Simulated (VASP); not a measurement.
## CdS (Greenockite): single point with r2SCAN

**The experiment to reproduce.**

“Isotope dependence of band-gap energy”, 2008, arxiv:0807.2152 quotes, for a bulk crystal of CdS: band gap 2.5809 ± 0.0002 eV.

The system is CdS (Greenockite).

```
Cd S
1.0
     4.15000    0.00000    0.00000
    -2.07500    3.59401    0.00000
     0.00000    0.00000    6.73700
Cd S
2 2
Cartesian
  2.0750 1.1980 3.3685
  0.0000 2.3960 0.0000
  2.0750 1.1980 5.8949
  0.0000 2.3960 2.5264
```

| Quantity | Value |
| --- | --- |
| Program | VASP 6.6.1 |
| Task | single point |
| Functional | r2SCAN |
| Potentials or basis | VASP PAW PBE potentials, release 64 (Cd, S) |
| Cutoff | 520 eV |
| k mesh | 7 × 7 × 4 |
| Occupations | fermi-dirac, width 0.05 eV |
| Spin | no spin polarisation |

```json
{
 "Pressure": "1.0 GPa",
 "Largest force": "0.073 eV/Å",
 "Band gap on the k mesh": "1.65 eV, direct"
}
```

Forces in eV/Å, atoms in the order of the input:
```
Cd   0.000  0.000 -0.073
Cd   0.000  0.000 -0.073
S    0.000  0.000  0.073
S    0.000  0.000  0.073
```

Stress tensor (GPa, compression positive):
```
0.82 0.00 0.00
0.00 0.82 0.00
0.00 0.00 1.43
```

Levels at points of the mesh, in eV from the valence-band top:
```tsv
k point	band 15	band 16	band 17	band 18	band 19	band 20	band 21	band 22
(0.00, 0.00, 0.00)	-0.77	-0.04	0.00	0.00	1.65	3.25	6.99	6.99
(0.00, 0.00, 0.50)	-0.40	-0.40	-0.40	-0.40	3.30	3.30	6.65	6.65
```

Wall time 2.3 min on 1 thread of Intel(R) Xeon(R) Platinum 8488C (Sapphire Rapids), with other jobs on the host, peak memory 0.25 GiB.

Against the measured gap of CdS, 2.5809 eV (quoted in “Isotope dependence of band-gap energy”, 2008, arxiv:0807.2152), the calculated 1.65 eV is off by -0.93 eV. Spin-orbit coupling on Cd is left out. The value is that of r2SCAN, without temperature or zero-point motion.

Caveat: the PAW data sets were made with another functional, which shifts forces and pressure a little.
